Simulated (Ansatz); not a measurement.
All-electron card of NaI

```xyz
2
Lattice="0.0000 3.2364 3.2364 3.2364 0.0000 3.2364 3.2364 3.2364 0.0000" Properties=species:S:1:pos:R:3 pbc="T T T"
Na    0.0000    0.0000    0.0000
I     3.2364    3.2364    3.2364
```

Atoms are numbered in the order listed.

The cell is COD entry 9008681, as deposited and not checked against the literature; nothing was relaxed.

No spin–orbit coupling, which matters for the heavy atoms here.

All numbers are computed: DFT, PBE, all-electron LAPW, scalar-relativistic (Ansatz 0.2.0); DFT, PBE, PAW with Ansatz's default frozen-core files, scalar-relativistic (Ansatz 0.2.0).

For LAPW: a Γ-centred 8×8×8 k mesh, Fermi–Dirac smearing of 0.02 eV, basis error target 1 meV/atom, no spin polarisation. PAW takes a cutoff of 420 eV at this cell. The Ansatz runs share mesh, smearing and spin set-up. Values come from LAPW unless marked.

```json
{"Pressure at this cell": "0.43 GPa", "Volume per atom": "33.90 Å³"}
```

**Question.** Give the computed value. Band gap.

**Answer.** 3.64 eV, direct at Γ.

**Question.** Predict this quantity. Löwdin charges (with 0.04 e of the cell spilling out of the atomic basis, so their sizes and signs hang on that basis).

**Answer.** Na1 0.63, I2 -0.59 e.

**Question.** Bader charges (from the PAW run): what does the calculation give?

**Answer.** Na1 +0.85, I2 -0.85 e.
